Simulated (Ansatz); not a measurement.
# CHF3: geometry and frequencies at several levels

An exercise on one series of results from a longer session: the logs are not shown, and one member is left open.

Computed with Ansatz 0.2.0 (the levels named in each step, unless a step's input says otherwise).

## The structure to begin with

Bond lengths: F1–C2 1.328 Å, C2–F3 1.328 Å, C2–F4 1.328 Å, C2–H5 1.104 Å. Angles: F1–C2–F3 108.4°, F1–C2–F4 108.4°, F1–C2–H5 110.6°, F3–C2–F4 108.4°, F3–C2–H5 110.5°, F4–C2–H5 110.5°.

Coordinates:

```xyz
5

F     1.0997   -0.5840   -0.0793
C     0.0081    0.0302    0.3618
F    -1.0513   -0.6716   -0.0226
F    -0.0553    1.2296   -0.2044
H     0.0319    0.1217    1.4616
```

The first run:

File input.yaml:

```yaml
crystal:
  periodic: [false, false, false]
  atoms:
    - { symbol: F, position_ang: [1.09972, -0.58399, -0.07928] }
    - { symbol: C, position_ang: [0.0081, 0.03025, 0.36175] }
    - { symbol: F, position_ang: [-1.05129, -0.67156, -0.02257] }
    - { symbol: F, position_ang: [-0.05525, 1.22959, -0.20436] }
    - { symbol: H, position_ang: [0.03187, 0.12171, 1.46156] }
basis:
  gaussian: { orbitals: def2-SVP }
hamiltonian:
  xc: pbe
  dispersion: d4
relax:
  f_tol: 0.03
  max_steps: 200
```

Run with:

```
$ ansatz run input.yaml --threads 2 --pin off --max-ram 5120MiB --backend cpu --events-out ev --progress --plain --runs-dir out
```

Among the steps run: A rough first relaxation, PBE-D4/def2-SVP; Relaxation, PBE0-D4/def2-TZVPP; Frequencies, PBE0-D4/def2-TZVPP; Relaxation, PBE-D4/def2-TZVPP; Frequencies, PBE-D4/def2-TZVPP; Relaxation, r2SCAN-D4/def2-TZVPP; Frequencies, r2SCAN-D4/def2-TZVPP; Relaxation, B3LYP-D4/def2-TZVPP; Frequencies, B3LYP-D4/def2-TZVPP; Relaxation, B2PLYP/def2-TZVPP.

One table of the session follows, with a row left open; its other results are not shown here.

It belongs to the step «Geometries side by side». 

| level | F1–C2 (Å) | C2–F3 (Å) | C2–F4 (Å) | dipole (D) | highest frequency (cm⁻¹) |
| --- | --- | --- | --- | --- | --- |
| PBE0-D4/def2-TZVPP | 1.3313 | 1.3313 | 1.3313 | 1.56 | 3132 |
| PBE-D4/def2-TZVPP | 1.3506 | 1.3506 | 1.3506 | 1.50 | 3033 |
| r2SCAN-D4/def2-TZVPP | 1.3391 | 1.3391 | 1.3391 | 1.54 | 3105 |
| B3LYP-D4/def2-TZVPP | ? | ? | ? | ? | ? |
| B2PLYP/def2-TZVPP | 1.3371 | 1.3371 | 1.3371 | 1.62 | - |

Q: Estimate the row for B3LYP-D4/def2-TZVPP from the others.

As computed: F1–C2 (Å): 1.3402; C2–F3 (Å): 1.3402; C2–F4 (Å): 1.3402; dipole (D): 1.60; highest frequency (cm⁻¹): 3124. In the column «F1–C2 (Å)» it lies between r2SCAN-D4/def2-TZVPP (1.3391) and PBE-D4/def2-TZVPP (1.3506).
